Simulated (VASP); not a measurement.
Set up this calculation in VASP 6.6.1, as the native input.

```yaml
Task: relaxation of cell and atoms
Functional: SCAN
Potentials_or_basis: VASP PAW PBE potentials, release 64 (Fe, O)
Cutoff: 600 eV
k_mesh: 8 × 8 × 8
Occupations: fermi-dirac, width 0.05 eV
Spin: collinear spin, ferromagnetic start
Starting_moments: "[3.0, 0.0] μB"
Further_INCAR_settings: ALGO = Normal; EDIFF = 1e-06; IBRION = 2; EDIFFG = -0.02; NSW = 60; ISIF = 3
```

The structure of FeO (Wuestite) lies in POSCAR:

```
FeO
1.0
    0.0000000000      2.1554000000      2.1554000000
    2.1554000000      0.0000000000      2.1554000000
    2.1554000000      2.1554000000      0.0000000000
Fe O
1 1
Direct
    0.0000000000      0.0000000000      0.0000000000
    0.5000000000      0.5000000000      0.5000000000
```

One way to write it, as run:

INCAR

```
SYSTEM = FeO
  PREC = Accurate
  ENCUT = 600
  EDIFF = 1E-6
  ISMEAR = -1
  SIGMA = 0.05
  LREAL = .False.
  LASPH = .True.
  NELM = 100
  ALGO = Normal
  ISIF = 3
  LWAVE = .False.
  LCHARG = .False.
  ISPIN = 2
  MAGMOM = 3 0
  LORBIT = 11
  LMAXMIX = 4
  METAGGA = SCAN
  LMIXTAU = .True.
  IBRION = 2
  NSW = 60
  EDIFFG = -0.02
```

KPOINTS

```
Automatic mesh
0
Gamma
  8 8 8
  0 0 0
```

Potentials or basis: VASP PAW PBE potentials, release 64 (Fe, O).

Command:

```sh
$ cat potpaw_PBE.64/Fe/POTCAR potpaw_PBE.64/O/POTCAR > POTCAR
$ mpirun -np 1 vasp_std > vasp.out
```

Results of the run:

```json
{
 "Relaxed volume": "9.62 Å³/atom",
 "Relaxed cell": "a = 3.008 Å, b = 3.008 Å, c = 3.008 Å, α = 60.00°, β = 60.00°, γ = 60.00°",
 "Space group after relaxing (to 0.05 Å)": "Fm-3m (No. 225)",
 "Energy gained by relaxing": "9.1 meV/atom",
 "Ionic steps": "4",
 "Pressure after relaxing": "-0.1 GPa",
 "Band gap on the k mesh": "none (metal or under the smearing width)",
 "Net moment": "4.00 μB per cell",
 "Site moments": "Fe +3.68; O +0.28 μB",
 "Valence electrons inside the program's atomic spheres": "Fe 6.79; O 5.06"
}
```

Caveat: the PAW data sets were made with another functional, which shifts forces and pressure a little; a cell with one magnetic atom can't hold antiferromagnetic order, which such compounds often take; semilocal functionals often make such compounds metallic where correlation or magnetic order opens a gap, which also shifts bond lengths.

Run time: 2.5 min on 1 thread of Intel(R) Xeon(R) Platinum 8259CL CPU @ 2.50GHz (Skylake/Cascade Lake), with other jobs on the host, peak memory 0.17 GiB.
